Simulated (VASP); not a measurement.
Crystal: BaS.

```
CELL_PARAMETERS angstrom
0.00000 3.19375 3.19375
3.19375 0.00000 3.19375
3.19375 3.19375 0.00000
ATOMIC_POSITIONS crystal
Ba 0.00000 0.00000 0.00000
S 0.50000 0.50000 0.50000
```

| Item | Value |
| --- | --- |
| Program | VASP 6.6.1 |
| Task | relaxation of cell and atoms |
| Functional | PBE |
| Potentials or basis | VASP PAW PBE potentials, release 64 (Ba_sv, S) |
| Cutoff | 600 eV |
| k mesh | 7 × 7 × 7 |
| Occupations | fermi-dirac, width 0.05 eV |
| Spin | no spin polarisation |

At the start: pressure 1.4 GPa; volume 32.58 Å³/atom.

Task: How do energy, volume and symmetry change on relaxing?

Result: Over 3 steps the energy falls by 4.7 meV/atom and the volume is 33.65 Å³/atom (+3.3 %); space group Fm-3m (No. 225, to 0.05 Å).

The path:
```
step  energy change (eV)  largest force (eV/Å)  pressure (GPa)  volume (Å³)
   1              0.0000                0.0000            1.44        65.15
   2             -0.0085                0.0000           -0.39        67.95
   3             -0.0093                0.0000            0.00        67.29
```

Final structure:
```
CELL_PARAMETERS angstrom
0.00000 3.22833 3.22833
3.22833 0.00000 3.22833
3.22833 3.22833 0.00000
ATOMIC_POSITIONS crystal
Ba 0.00000 0.00000 0.00000
S 0.50000 0.50000 0.50000
```
